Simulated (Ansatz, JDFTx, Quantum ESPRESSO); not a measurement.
# Fitting the LDA energy curve of MnS

It takes space group F-43m (No. 216, cubic). The conventional cell has a = 4.947 Å, b = 4.947 Å, c = 4.947 Å, α = 90.00°, β = 90.00°, γ = 90.00°. Mn (site symmetry -43m) has 4 S at 2.14 Å as nearest neighbours. S (site symmetry -43m) has 4 Mn at 2.14 Å as nearest neighbours.

The cell is a database's computed one, not the measured one.

The cell was scaled at fixed shape and fractions and run with JDFTx, PseudoDojo-SR-LDA-0.4.1-standard with smoothed tails, cutoff 1306 eV; LDA, k mesh 9 × 9 × 9 on the cell of 2 atoms, fermi-dirac occupations of 0.05 eV, collinear spin, ferromagnetic start, no spin-orbit coupling. Energies are those that the program minimises, any entropy of the smearing included. For a metal such a mesh isn't converged to the digits shown. The magnetic state is the one that the start led to, which needn't be the lowest.

| V (Å³/atom) | energy over the lowest row (meV/atom) |
| --- | --- |
| 14.2247 | 0.89 |
| 14.5274 | 0.00 |
| 14.8300 | 5.29 |
| 15.1327 | ? |
| 15.4354 | 31.77 |
| 15.7380 | 51.83 |
| 16.0407 | 75.78 |

Fit the third-order Birch-Murnaghan form, give V0, B0 and B′, and predict the energy left open.

With y = (V0/V)^(2/3), E = E0 + (9 V0 B0/16) [(y - 1)³ B′ + (y - 1)² (6 - 4y)]. Least squares through the rows shown give V0 = 14.4160 Å³/atom, E0 = -0.43 meV, B0 = 162.3 GPa (1 eV/Å³ = 160.218 GPa) and B′ = 4.51, with a largest miss of 0.01 meV. At V = 15.1327 the form with these constants gives 16.08 meV; the run gave 16.07 meV an atom. Other set-ups at this level, from all their volumes (Å³/atom, GPa): Ansatz, all-electron LAPW, scalar-relativistic: V0 14.431, B0 163; Quantum ESPRESSO, PseudoDojo 0.4.1 SR LDA standard: V0 14.415, B0 162.3; Quantum ESPRESSO, GBRV 1.5 LDA: V0 14.446, B0 163.3.
